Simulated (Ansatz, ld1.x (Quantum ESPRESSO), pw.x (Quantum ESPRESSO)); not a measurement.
# From atom to crystal: ultrasoft potential for Sc

| Property | Result |
| --- | --- |
| Element | scandium (Sc) |
| Generator | ld1.x (Quantum ESPRESSO) 7.5 |
| Type | ultrasoft |
| Functional | PBE |
| Relativity | scalar-relativistic |
| Frozen core | [Ne] |
| Valence charge | 11 |
| Reference configuration | 3s2 3p6 3d1 4s1 4p1 |
| Partial waves | 3s (bound): rcut 2.32, rcutus 2.44 bohr; 4s (bound): rcut 2.32, rcutus 2.44 bohr; 3p (bound): rcut 2.12, rcutus 2.58 bohr; 4p (bound): rcut 2.12, rcutus 2.58 bohr; 3d (bound): rcut 2.90, rcutus 3.76 bohr; 3d channel at 3.05 Ry: rcut 2.90, rcutus 3.76 bohr |
| Local potential | all-electron potential smoothed inside 3.24 bohr (lloc = -1) |
| Core correction | a·sin(br)/r model core inside 1.10 bohr |
| Augmentation charge | PSQ, inside the norm-conserving radii |

Atomic tests: cutoffs needed: 15 Ry and 21 Ry (the cutoffs (Ry, on a coarse ladder) from which the occupation-weighted sum of valence levels, in a spherical-Bessel basis at the reference potential, stays within 10 and 1 mRy of its value at 400 Ry); ghost test: no extra level below or beside the all-electron valence levels (s, p, d, f tested) (spherical-Bessel basis up to 400 Ry, 20 bohr box); configuration tests: test run stopped at test 1 of 7 (negative rho).

Crystal test: fcc Sc in pw.x 7.5, no spin, 12³ k-points, Fermi–Dirac smearing 0.01 Ry, cutoffs 40/320 Ry. The lattice is a test structure that the element need not adopt, and mesh and smearing are coarse.

pw.x input:

```
&control
  calculation='scf', prefix='x', pseudo_dir='./', outdir='./tmp', tstress=.true., disk_io='none'
/
&system
  ibrav=0, nat=1, ntyp=1, ecutwfc=40, ecutrho=320, nbnd=13,
  occupations='smearing', smearing='fd', degauss=0.01
/
&electrons
  conv_thr=1e-09, mixing_beta=0.4, electron_maxstep=70
/
ATOMIC_SPECIES
Sc 1.0 Sc.UPF
CELL_PARAMETERS angstrom
  0.00000000 2.31629884 2.31629884
  2.31629884 0.00000000 2.31629884
  2.31629884 2.31629884 0.00000000
ATOMIC_POSITIONS crystal
Sc 0.0000 0.0000 0.0000
K_POINTS automatic
12 12 12 0 0 0
```

```bash
pw.x < Sc.scf.in > Sc.scf.out
```

Problem. How does the run end?

Solution. It converges; the pressure is 44.60 GPa against 0.01 GPa from all-electron LAPW. The largest radius (3.76 bohr) exceeds half the bond length (3.10 bohr), so the spheres overlap, which is one possible source of error among others. This is a poor potential for the solid. Atomic configuration tests: test run stopped at test 1 of 7 (negative rho). The log shows:

```
     number of electrons       =        11.00
     number of Kohn-Sham states=           13
     kinetic-energy cutoff     =      40.0000  Ry
     charge density cutoff     =     320.0000  Ry
     scf convergence threshold =      1.0E-09
     Exchange-correlation= PBE
     number of k points=    72  Fermi-Dirac smearing, width (Ry)=  0.0100
     iteration #  1     ecut=    40.00 Ry     beta= 0.40
     total energy              =     -95.48507848 Ry
     estimated scf accuracy    <       0.02030229 Ry
     iteration #  2     ecut=    40.00 Ry     beta= 0.40
     total energy              =     -95.48666894 Ry
     estimated scf accuracy    <       0.00222557 Ry
     iteration #  3     ecut=    40.00 Ry     beta= 0.40
     total energy              =     -95.48686883 Ry
     estimated scf accuracy    <       0.00027135 Ry
     iteration #  4     ecut=    40.00 Ry     beta= 0.40
     total energy              =     -95.48689559 Ry
     estimated scf accuracy    <       0.00000170 Ry
     iteration #  5     ecut=    40.00 Ry     beta= 0.40
     total energy              =     -95.48689740 Ry
     estimated scf accuracy    <       0.00000028 Ry
     iteration #  6     ecut=    40.00 Ry     beta= 0.40
     total energy              =     -95.48689744 Ry
     estimated scf accuracy    <          1.8E-09 Ry
     iteration #  7     ecut=    40.00 Ry     beta= 0.40
     the Fermi energy is    10.9951 ev
!    total energy              =     -95.48689744 Ry
     estimated scf accuracy    <          9.2E-10 Ry
     smearing contrib. (-TS)   =      -0.01308636 Ry
     The total energy is F=E-TS. E is the sum of the following terms:
     one-electron contribution =     -44.22953210 Ry
     hartree contribution      =      24.85001661 Ry
     xc contribution           =     -12.72364099 Ry
     ewald contribution        =     -63.37065460 Ry
     convergence has been achieved in   7 iterations
          total   stress  (Ry/bohr**3)                   (kbar)     P=      446.02
     Message from routine punch:
     Nothing written, as per user request (disk_io='none')
```
